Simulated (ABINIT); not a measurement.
Something may be wrong with this ABINIT 10.8.3 (patched build) calculation of In.

File run.abi:

```
pp_dirpath "./"
pseudos "In.GGA_PBE-JTH.xml"

acell 3*1.0 Angstrom
rprim
    -1.8825252400     1.8825252400     1.8825252400
     1.8825252400    -1.8825252400     1.8825252400
     1.8825252400     1.8825252400    -1.8825252400
ntypat 1
znucl 49
natom 1
typat 1
xred
     0.0000000000     0.0000000000     0.0000000000

ecut 5.0
pawecutdg 10.0
pawxcdev 0

kptopt 1
ngkpt 10 10 10
nshiftk 1
shiftk 0.0 0.0 0.0

ixc 11

nband 11
occopt 3
tsmear 0.05 eV

nstep 80
tolvrs 1.0e-9

iomode 3
prtwf 0
prtden 0
prteig 0
prtebands 0
enunit 2
```

Potentials or basis: JTH PAW PBE v2.0.

Command:

```console
$ abinit run.abi > log 2>&1
```

run.abo:

```text
.Version 10.8.3 of ABINIT
 Symmetries : space group Im -3 m (#229); Bravais cI (body-center cubic)
================================================================================
 Values of the parameters that define the memory need of the present run
     intxc =       0    ionmov =       0      iscf =      17    lmnmax =      18
     lnmax =       6     mgfft =      15  mpssoang =       3    mqgrid =    3001
     natom =       1  nloc_mem =       2    nspden =       1   nspinor =       1
    nsppol =       1      nsym =      48    n1xccc =       1    ntypat =       1
    occopt =       3   xclevel =       2
       mpw =         104          nfft =        3375          nkpt =          47
 PAW method is used; the additional fine FFT grid is defined by:
   mgfftf=        18    nfftf =      5832
================================================================================
================================================================================

[... 216 lines left out ...]
  sigma(1 1)=  7.93314320E-02  sigma(3 2)=  0.00000000E+00
  sigma(2 2)=  7.93314320E-02  sigma(3 1)=  0.00000000E+00
  sigma(3 3)=  7.93314320E-02  sigma(2 1)=  0.00000000E+00

-Cartesian components of stress tensor (GPa)         [Pressure= -2.3340E+03 GPa]
- sigma(1 1)=  2.33401131E+03  sigma(3 2)=  0.00000000E+00
- sigma(2 2)=  2.33401131E+03  sigma(3 1)=  0.00000000E+00
- sigma(3 3)=  2.33401131E+03  sigma(2 1)=  0.00000000E+00

== END DATASET(S) ==============================================================
================================================================================

 -outvars: echo values of variables after computation  --------
            acell      1.8897261259E+00  1.8897261259E+00  1.8897261259E+00 Bohr
           etotal     -5.2210764375E+01
            fcart     -0.0000000000E+00 -0.0000000000E+00 -0.0000000000E+00
            rprim     -1.8825252400E+00  1.8825252400E+00  1.8825252400E+00
                       1.8825252400E+00 -1.8825252400E+00  1.8825252400E+00
                       1.8825252400E+00  1.8825252400E+00 -1.8825252400E+00
           strten      7.9331431956E-02  7.9331431956E-02  7.9331431956E-02
                       0.0000000000E+00  0.0000000000E+00  0.0000000000E+00
 Calculation completed.
```

Question: Diagnose the run.

Answer: Self-consistency was reached. The input holds a flaw that was put in on purpose: cutoff far too low (ecut = 5; pawecutdg = 10). The program doesn't stop on it, so the numbers can't be trusted though the run ends normally.
